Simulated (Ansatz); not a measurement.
Consider the hydrogen abstraction from a C–H bond: `CC(F)F` + `F[C](F)F`• → `C[C](F)F`• + `FC(F)F`.

Gas-phase electronic energies from Ansatz, PBE0-D4/def2-TZVP geometries. CCSD(T)/CBS adds triple-zeta CCSD(T) − MP2 to the extrapolated MP2 energy (def2 sets, frozen cores). This one scheme is used for every species. Functionals use def2-TZVPP. B3LYP here is the variant with VWN-RPA as its local correlation; programs differ in this. No spin–orbit coupling; open shells (•) take unrestricted orbitals.

(1) Is it downhill or uphill in electronic energy at CCSD(T)/CBS, and by how much? (An estimate is asked.)

(2) What do these levels give: r2SCAN-D4, B3LYP-D4, r2SCAN, RPA@PBE/def2-TZVPP, HF/def2-SVP, HF/CBS(def2)? (Estimate.)

Largest T1 diagnostic among the species: 0.014.

Results:

(1) Computed: Downhill: ΔE = -23.5 kJ/mol.

(2) Ansatz gave: r2SCAN-D4 -23.4, B3LYP-D4 -23.5, r2SCAN -23.5, RPA@PBE/def2-TZVPP -20.5, HF/def2-SVP -25.2, HF/CBS(def2) -24.0 kJ/mol.

Leaving LDA and LC-ωPBE aside and taking each functional with its dispersion term where it has one, the values, not all of them listed here, spread over 2.7 kJ/mol, from BHLYP-D4 to revPBE-D4.
